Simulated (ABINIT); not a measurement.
# AgBr (Fm-3m): G0W0 in ABINIT against the bands in the self-energy

Aim: move the bands in the self-energy of a G0W0 run on AgBr (Fm-3m) over a wide range.

Method: PBE and many-body steps on it, plane waves, in ABINIT 10.8.3.

The database entry behind the starting cell differs from later determinations by our own check (about 0.6 % short of the room-temperature cell), so it need not match the best structure at ambient conditions.

## 1. Starting point

It takes space group Fm-3m (No. 225, cubic). The conventional cell has a = 5.740 Å, b = 5.740 Å, c = 5.740 Å, α = 90.00°, β = 90.00°, γ = 90.00°. Ag has 6 Br at 2.87 Å nearest. Nearest to Br lie 6 Ag at 2.87 Å. Farther neighbours and most contacts between anions are not listed.

As a file:

```cif
data_structure
_symmetry_space_group_name_H-M 'P 1'
_symmetry_Int_Tables_number 1
_cell_length_a 4.0590
_cell_length_b 4.0590
_cell_length_c 4.0590
_cell_angle_alpha 60.000
_cell_angle_beta 60.000
_cell_angle_gamma 60.000
_cell_volume 47.29
loop_
_atom_site_label
_atom_site_type_symbol
_atom_site_fract_x
_atom_site_fract_y
_atom_site_fract_z
_atom_site_occupancy
Ag1 Ag 0.00000 0.00000 0.00000 1
Br2 Br 0.50000 0.50000 0.50000 1
```

The cell and positions come from the Crystallography Open Database and are kept as given unless a step says otherwise.

## 2. Screening, 4×4×4 mesh, 316 bands, screening to 272.1 eV

This step: ABINIT 10.8.3; RPA screening on PBE, plane waves, norm-conserving pseudopotentials.

The RPA dielectric matrix is built and inverted for each q.

run.abi reads:

```
acell 3*1.0 Angstrom
rprim 
  -0.000000000000 2.870150000000 2.870150000000
  2.870150000000 0.000000000000 2.870150000000
  2.870150000000 2.870150000000 0.000000000000
ntypat 2
znucl 47 35
natom 2
typat 1 2
xred 
  0.000000000000 0.000000000000 0.000000000000
  0.500000000000 0.500000000000 0.500000000000
pp_dirpath "pseudos"
pseudos "Ag.upf, Br.upf"
ecut 37
ngkpt 4 4 4
nshiftk 1
shiftk 0 0 0
kptopt 1
chksymbreak 0
istwfk *1
occopt 1
irdwfk 1
optdriver 3
nband 316
ecuteps 10
inclvkb 2
awtr 1
symchi 1
indata_prefix "in"
outdata_prefix "out"
tmpdata_prefix "tmp"
```

Launch:

```
OMP_NUM_THREADS=1 mpirun -n 8 abinit run.abi > log
```

The program printed:

```text
.Version 10.8.3 of ABINIT. v10.8.2 released Aug 2026.

 Symmetries : space group Fm -3 m (#225); Bravais cF (face-center cubic)
[... echo of the input left out ...]
== DATASET  1 ==================================================================
-   mpi_nproc: 8, omp_nthreads: 1 (-1 if OMP is not activated)

--- !DatasetInfo
iteration_state: {dtset: 1, }
dimensions: {natom: 2, nkpt: 8, mband: 316, nsppol: 1, nspinor: 1, nspden: 1, mpw: 3479, }
cutoff_energies: {ecut:  37.0, pawecutdg:  -1.0, }
electrons: {nelect:   2.60000000E+01, charge:   0.00000000E+00, occopt:   1.00000000E+00, tsmear:   1.00000000E-02, }

 SCREENING: Calculation of the susceptibility and dielectric matrices

 Based on a program developped by R.W. Godby, V. Olevano, G. Onida, and L. Reining.
 Incorporated in ABINIT by V. Olevano, G.-M. Rignanese, and M. Torrent.
.Using double precision arithmetic ; gwpc =  8

[... cell and pseudopotentials left out ...]
--------------------------------------------------------------------------------

 ==== K-mesh for the wavefunctions ====
 Number of points in the irreducible wedge :     8
[... list of points left out ...]
 Together with 48 symmetry operations and time-reversal symmetry
 yields    64 points in the full Brillouin Zone.

 ==== Q-mesh for the screening function ====
 Number of points in the irreducible wedge :     8
[... list of points left out ...]
 Together with 48 symmetry operations and time-reversal symmetry
 yields    64 points in the full Brillouin Zone.

 setmesh: FFT mesh size selected  =    32x   32x   32
          total number of points  =        32768

 vcoul_init : cutoff-mode = AUXILIARY_FUNCTION
 q-points for optical limit:   1
     1)      0.000010    0.000020    0.000030

- screening: taking advantage of time-reversal symmetry
- Maximum band index for partially occupied states nbvw = 13
- Remaining bands to be divided among processors   nbcw = 303
- Number of bands treated by each node ~37

 Number of electrons calculated from density =   26.0000; Expected =   26.0000
 average of density, n =  0.081477
 r_s =    1.4310
 omega_plasma =   27.5342 [eV]

 calculating chi0 at frequencies [eV] :
  1    0.000000E+00    0.000000E+00
  2    0.000000E+00    2.753418E+01

--------------------------------------------------------------------------------
  q-point number  1        q = ( 0.000000, 0.000000, 0.000000) [r.l.u.]
--------------------------------------------------------------------------------
[... chi0 elements left out ...]
 For q-point:  0.000010 0.000020 0.000030
  dielectric constant =   6.8065
  dielectric constant without local fields =   7.3727

  Average fulfillment of the sum rule on Im[epsilon] for q-point    1 :     91.36  [%]
[... wings left out ...]
  q-point number  2        q = ( 0.250000, 0.000000, 0.000000) [r.l.u.]
--------------------------------------------------------------------------------
[... chi0 elements left out ...]
  Average fulfillment of the sum rule on Im[epsilon] for q-point    2 :     96.69  [%]

 [... 6 further q-points ...]
```

The job ended after 73 s (8 MPI ranks of AMD EPYC 7R43, shared host; peak memory 2.8 GiB).

This step gave:

| Property | Result |
| --- | --- |
| ε∞ with local fields, on this mesh, along the program's q direction | 6.806 |
| the same without local fields | 7.373 |
| plasma frequency | 27.53 eV |
| plane waves in the screening matrix | 531 |

Local fields lower ε∞ by 8 %. On a Γ-centred mesh this coarse the value itself is usually too large, while a short band sum pulls it down.

## 3. 21 bands

This step: G0W0 on PBE, plane waves, norm-conserving pseudopotentials.

Changes to run.abi since step 2:

```diff
@@ -23,8 +23,17 @@
 irdwfk 1
-optdriver 3
-nband 316
+optdriver 4
+nband 21
+gwcalctyp 0
+ecutsigx 37
+symsigma 1
+nkptgw 2
+kptgw 
+  0.5000000000 0.0000000000 0.0000000000
+  0.0000000000 0.0000000000 0.0000000000
+bdgw 
+  12 15
+  11 17
 ecuteps 10
-inclvkb 2
-awtr 1
-symchi 1
+irdscr 1
+ppmodel 1
 indata_prefix "in"
```

The program printed:

```text
.Version 10.8.3 of ABINIT. v10.8.2 released Aug 2026.

 Symmetries : space group Fm -3 m (#225); Bravais cF (face-center cubic)
[... echo of the input left out ...]
== DATASET  1 ==================================================================
-   mpi_nproc: 8, omp_nthreads: 1 (-1 if OMP is not activated)

--- !DatasetInfo
iteration_state: {dtset: 1, }
dimensions: {natom: 2, nkpt: 8, mband: 21, nsppol: 1, nspinor: 1, nspden: 1, mpw: 3479, }
cutoff_energies: {ecut:  37.0, pawecutdg:  -1.0, }
electrons: {nelect:   2.60000000E+01, charge:   0.00000000E+00, occopt:   1.00000000E+00, tsmear:   1.00000000E-02, }

 SIGMA: Calculation of the GW corrections

 Based on a program developped by R.W. Godby, V. Olevano, G. Onida, and L. Reining.
 Incorporated in ABINIT by V. Olevano, G.-M. Rignanese, and M. Torrent.
.Using double precision arithmetic ; gwpc =  8

[... cell and pseudopotentials left out ...]
--------------------------------------------------------------------------------

 ==== K-mesh for the wavefunctions ====
 Number of points in the irreducible wedge :     8
[... list of points left out ...]
 Together with 48 symmetry operations and time-reversal symmetry
 yields    64 points in the full Brillouin Zone.

 ==== Q-mesh for screening function ====
 Number of points in the irreducible wedge :     8
[... list of points left out ...]
 Together with 48 symmetry operations and time-reversal symmetry
 yields    64 points in the full Brillouin Zone.

 vcoul_init : cutoff-mode = AUXILIARY_FUNCTION
 q-points for optical limit:   1
     1)      0.000010    0.000020    0.000030
 setmesh: FFT mesh size selected  =    45x   45x   45
          total number of points  =        91125

 Number of electrons calculated from density =   26.0000; Expected =   26.0000
 average of density, n =  0.081477
 r_s =    1.4310
 omega_plasma =   27.5342 [eV]

 === KS Band Gaps ===
  >>>> For spin  1
   Minimum direct gap =   2.6040 [eV], located at k-point      :   0.0000  0.0000  0.0000
   Fundamental gap    =   0.6721 [eV], Top of valence bands at :   0.5000  0.0000  0.0000
                                       Bottom of conduction at :   0.0000  0.0000  0.0000
 SIGMA fundamental parameters:
 PLASMON POLE MODEL  1
 number of plane-waves for SigmaX                 3479
 number of plane-waves for SigmaC and W            531
 number of plane-waves for wavefunctions          3479
 number of bands                                    21
 number of independent spin polarizations            1
 number of spinorial components                      1
 number of k-points in IBZ                           8
 number of q-points in IBZ                           8
 number of symmetry operations                      48
 number of k-points in BZ                           64
 number of q-points in BZ                           64
 number of frequencies for dSigma/dE                 9
 frequency step for dSigma/dE [eV]                0.25
 number of omega for Sigma on real axis              0
 max omega for Sigma on real axis  [eV]           0.00
 zcut for avoiding poles [eV]                     0.10

 EPSILON^-1 parameters (SCR file):
 dimension of the eps^-1 matrix on file            531
 dimension of the eps^-1 matrix used               531
 number of plane-waves for wavefunctions          3479
 number of bands                                   316
 number of q-points in IBZ                           8
 number of frequencies                               2
 number of real frequencies                          1
 number of imag frequencies                          1

 matrix elements of self-energy operator (all in [eV])

 Perturbative Calculation

--- !SelfEnergy_ee
iteration_state: {dtset: 1, }
kpoint     : [   0.500,    0.000,    0.000, ]
spin       : 1
KS_gap     :    3.739
QP_gap     :    4.216
Delta_QP_KS:    0.477
data: !SigmaeeData |
     Band     E0 <VxcDFT>   SigX SigC(E0)      Z dSigC/dE  Sig(E)    E-E0       E
       12   4.902 -19.825 -24.070   4.948   0.811  -0.233 -19.255   0.570   5.472
       13   4.902 -19.825 -24.070   4.948   0.811  -0.233 -19.255   0.570   5.472
       14   8.640  -8.808  -4.761  -2.810   0.847  -0.180  -7.761   1.047   9.688
       15  11.496 -13.328  -7.291  -3.111   0.822  -0.217 -10.923   2.405  13.901

--- !SelfEnergy_ee
iteration_state: {dtset: 1, }
kpoint     : [   0.000,    0.000,    0.000, ]
spin       : 1
KS_gap     :    2.604
QP_gap     :    3.583
Delta_QP_KS:    0.979
data: !SigmaeeData |
     Band     E0 <VxcDFT>   SigX SigC(E0)      Z dSigC/dE  Sig(E)    E-E0       E
       11   2.970 -13.222 -16.694   3.792   0.812  -0.232 -12.962   0.259   3.229
       12   2.970 -13.222 -16.694   3.792   0.812  -0.232 -12.962   0.259   3.229
       13   2.970 -13.222 -16.694   3.792   0.812  -0.232 -12.962   0.259   3.229
       14   5.574 -10.605  -6.493  -2.635   0.839  -0.192  -9.366   1.239   6.812
       15  14.829 -11.431  -6.553  -2.636   0.845  -0.184  -9.537   1.894  16.722
       16  14.829 -11.431  -6.553  -2.636   0.845  -0.184  -9.537   1.894  16.722
       17  14.829 -11.431  -6.553  -2.636   0.845  -0.184  -9.537   1.894  16.722

== END DATASET(S) ==============================================================
================================================================================

 -outvars: echo values of variables after computation  --------
           etotal      0.0000000000E+00
            nband          21
             nkpt           8
          spgroup         225
 [... the other variables as echoed above ...]

 Calculation completed.
```

Run time: 9.1 s. Hardware: 8 MPI ranks; peak memory 2.3 GiB; 70 s of CPU time.

Numbers from this step:

| Property | Result |
| --- | --- |
| G0W0 gap on the points computed | 1.340 eV |
| starting gap on the mesh | 0.6721 eV |
| k of the valence top | 0.5, 0, 0 |
| k of the conduction bottom | 0, 0, 0 |
| Z at the valence top | 0.811 |
| Z at the conduction bottom | 0.839 |
| least direct G0W0 gap on the computed points | 3.583 eV |

## 4. 22 bands

Changes to run.abi since step 3:

```diff
@@ -24,3 +24,3 @@
 optdriver 4
-nband 21
+nband 22
 gwcalctyp 0
```

The program printed:

```text
.Version 10.8.3 of ABINIT. v10.8.2 released Aug 2026.

 Symmetries : space group Fm -3 m (#225); Bravais cF (face-center cubic)
[... echo of the input left out ...]
== DATASET  1 ==================================================================
-   mpi_nproc: 8, omp_nthreads: 1 (-1 if OMP is not activated)

--- !DatasetInfo
iteration_state: {dtset: 1, }
dimensions: {natom: 2, nkpt: 8, mband: 22, nsppol: 1, nspinor: 1, nspden: 1, mpw: 3479, }
cutoff_energies: {ecut:  37.0, pawecutdg:  -1.0, }
electrons: {nelect:   2.60000000E+01, charge:   0.00000000E+00, occopt:   1.00000000E+00, tsmear:   1.00000000E-02, }

 SIGMA: Calculation of the GW corrections

 Based on a program developped by R.W. Godby, V. Olevano, G. Onida, and L. Reining.
 Incorporated in ABINIT by V. Olevano, G.-M. Rignanese, and M. Torrent.
.Using double precision arithmetic ; gwpc =  8

[... cell and pseudopotentials left out ...]
--------------------------------------------------------------------------------

 ==== K-mesh for the wavefunctions ====
 Number of points in the irreducible wedge :     8
[... list of points left out ...]
 Together with 48 symmetry operations and time-reversal symmetry
 yields    64 points in the full Brillouin Zone.

 ==== Q-mesh for screening function ====
 Number of points in the irreducible wedge :     8
[... list of points left out ...]
 Together with 48 symmetry operations and time-reversal symmetry
 yields    64 points in the full Brillouin Zone.

 vcoul_init : cutoff-mode = AUXILIARY_FUNCTION
 q-points for optical limit:   1
     1)      0.000010    0.000020    0.000030
 setmesh: FFT mesh size selected  =    45x   45x   45
          total number of points  =        91125

 Number of electrons calculated from density =   26.0000; Expected =   26.0000
[...]
number of omega for Sigma on real axis              0
 max omega for Sigma on real axis  [eV]           0.00
 zcut for avoiding poles [eV]                     0.10

 EPSILON^-1 parameters (SCR file):
 dimension of the eps^-1 matrix on file            531
 dimension of the eps^-1 matrix used               531
 number of plane-waves for wavefunctions          3479
 number of bands                                   316
 number of q-points in IBZ                           8
 number of frequencies                               2
 number of real frequencies                          1
 number of imag frequencies                          1

 matrix elements of self-energy operator (all in [eV])

 Perturbative Calculation

--- !SelfEnergy_ee
iteration_state: {dtset: 1, }
kpoint     : [   0.500,    0.000,    0.000, ]
spin       : 1
KS_gap     :    3.739
QP_gap     :    4.204
Delta_QP_KS:    0.465
data: !SigmaeeData |
     Band     E0 <VxcDFT>   SigX SigC(E0)      Z dSigC/dE  Sig(E)    E-E0       E
       12   4.902 -19.825 -24.070   4.863   0.810  -0.235 -19.325   0.501   5.402
       13   4.902 -19.825 -24.070   4.863   0.810  -0.235 -19.325   0.501   5.402
       14   8.640  -8.808  -4.761  -2.904   0.846  -0.183  -7.842   0.966   9.607
[...]
--- !SelfEnergy_ee
iteration_state: {dtset: 1, }
kpoint     : [   0.000,    0.000,    0.000, ]
spin       : 1
KS_gap     :    2.604
QP_gap     :    3.591
Delta_QP_KS:    0.987
data: !SigmaeeData |
     Band     E0 <VxcDFT>   SigX SigC(E0)      Z dSigC/dE  Sig(E)    E-E0       E
[...]
16  14.829 -11.431  -6.553  -2.800   0.841  -0.189  -9.684   1.747  16.575
       17  14.829 -11.431  -6.553  -2.800   0.841  -0.189  -9.684   1.747  16.575

== END DATASET(S) ==============================================================
================================================================================

 -outvars: echo values of variables after computation  --------
           etotal      0.0000000000E+00
            nband          22
             nkpt           8
          spgroup         225
 [... the other variables as echoed above ...]

 Calculation completed.
```

Elapsed: 8.8 s, on 8 MPI ranks; peak memory 2.3 GiB; 68 s of CPU time.

Numbers from this step:

- G0W0 gap on the points computed: 1.353 eV
- starting gap on the mesh: 0.6721 eV
- k of the valence top: 0.5, 0, 0
- k of the conduction bottom: 0, 0, 0
- Z at the valence top: 0.81
- Z at the conduction bottom: 0.838
- least direct G0W0 gap on the computed points: 3.591 eV

## 5. 40 bands

Changes to run.abi since step 4:

```diff
@@ -24,3 +24,3 @@
 optdriver 4
-nband 22
+nband 40
 gwcalctyp 0
```

The program printed:

```text
.Version 10.8.3 of ABINIT. v10.8.2 released Aug 2026.

 Symmetries : space group Fm -3 m (#225); Bravais cF (face-center cubic)
[... echo of the input left out ...]
== DATASET  1 ==================================================================
-   mpi_nproc: 8, omp_nthreads: 1 (-1 if OMP is not activated)

--- !DatasetInfo
iteration_state: {dtset: 1, }
dimensions: {natom: 2, nkpt: 8, mband: 40, nsppol: 1, nspinor: 1, nspden: 1, mpw: 3479, }
cutoff_energies: {ecut:  37.0, pawecutdg:  -1.0, }
electrons: {nelect:   2.60000000E+01, charge:   0.00000000E+00, occopt:   1.00000000E+00, tsmear:   1.00000000E-02, }

 SIGMA: Calculation of the GW corrections

 Based on a program developped by R.W. Godby, V. Olevano, G. Onida, and L. Reining.
 Incorporated in ABINIT by V. Olevano, G.-M. Rignanese, and M. Torrent.
.Using double precision arithmetic ; gwpc =  8

[... cell and pseudopotentials left out ...]
--------------------------------------------------------------------------------

 ==== K-mesh for the wavefunctions ====
 Number of points in the irreducible wedge :     8
[... list of points left out ...]
 Together with 48 symmetry operations and time-reversal symmetry
 yields    64 points in the full Brillouin Zone.

 ==== Q-mesh for screening function ====
 Number of points in the irreducible wedge :     8
[... list of points left out ...]
 Together with 48 symmetry operations and time-reversal symmetry
 yields    64 points in the full Brillouin Zone.

 vcoul_init : cutoff-mode = AUXILIARY_FUNCTION
 q-points for optical limit:   1
     1)      0.000010    0.000020    0.000030
 setmesh: FFT mesh size selected  =    45x   45x   45
          total number of points  =        91125

 Number of electrons calculated from density =   26.0000; Expected =   26.0000
[...]
number of omega for Sigma on real axis              0
 max omega for Sigma on real axis  [eV]           0.00
 zcut for avoiding poles [eV]                     0.10

 EPSILON^-1 parameters (SCR file):
 dimension of the eps^-1 matrix on file            531
 dimension of the eps^-1 matrix used               531
 number of plane-waves for wavefunctions          3479
 number of bands                                   316
 number of q-points in IBZ                           8
 number of frequencies                               2
 number of real frequencies                          1
 number of imag frequencies                          1

 matrix elements of self-energy operator (all in [eV])

 Perturbative Calculation

--- !SelfEnergy_ee
iteration_state: {dtset: 1, }
kpoint     : [   0.500,    0.000,    0.000, ]
spin       : 1
KS_gap     :    3.739
QP_gap     :    4.159
Delta_QP_KS:    0.420
data: !SigmaeeData |
     Band     E0 <VxcDFT>   SigX SigC(E0)      Z dSigC/dE  Sig(E)    E-E0       E
       12   4.902 -19.825 -24.070   4.224   0.802  -0.246 -19.842  -0.016   4.885
       13   4.902 -19.825 -24.070   4.224   0.802  -0.246 -19.842  -0.016   4.885
       14   8.640  -8.808  -4.761  -3.563   0.835  -0.197  -8.404   0.404   9.044
[...]
--- !SelfEnergy_ee
iteration_state: {dtset: 1, }
kpoint     : [   0.000,    0.000,    0.000, ]
spin       : 1
KS_gap     :    2.604
QP_gap     :    3.697
Delta_QP_KS:    1.093
data: !SigmaeeData |
     Band     E0 <VxcDFT>   SigX SigC(E0)      Z dSigC/dE  Sig(E)    E-E0       E
[...]
16  14.829 -11.431  -6.553  -3.764   0.824  -0.213 -10.514   0.917  15.746
       17  14.829 -11.431  -6.553  -3.764   0.824  -0.213 -10.514   0.917  15.746

== END DATASET(S) ==============================================================
================================================================================

 -outvars: echo values of variables after computation  --------
           etotal      0.0000000000E+00
            nband          40
             nkpt           8
          spgroup         225
 [... the other variables as echoed above ...]

 Calculation completed.
```

Elapsed: 14 s, on 8 MPI ranks; peak memory 2.3 GiB; 1.8 min of CPU time.

This step gave:

```yaml
g0w0_gap_on_the_points_computed: 1.339 eV
starting_gap_on_the_mesh: 0.6721 eV
k_of_the_valence_top: 0.5, 0, 0
k_of_the_conduction_bottom: 0, 0, 0
z_at_the_valence_top: 0.802
z_at_the_conduction_bottom: 0.829
least_direct_g0w0_gap_on_the_computed_points: 3.697 eV
```

(Part 1 of 2 ends here.)

[Paths, hosts, dates, memory and timing lines, banners, echoed tables and standing remarks are left out of the program output.]

[Logs are printed without paths, hosts, clocks, repeated set-up lines and the standing remarks that a program may print on its own settings, such as how far it seeks lower states.]

[Runs of the session that timed out or met a known fault of the program may be left out.]

[Hosts, paths, dates, database ids (printed as entryN), source tags and the programs' standing remarks are cut or masked in the printed files.]

[G0W0 gaps are taken among the corrected bands and points alone; a level outside them can change the order at an edge.]

[Where Ansatz stands beside ABINIT at settings called matched, ABINIT's density can come from a denser mesh and the files from another edition; pairs whose starting gaps differed by over 0.03 eV were left out, so agreement reads better than it is.]
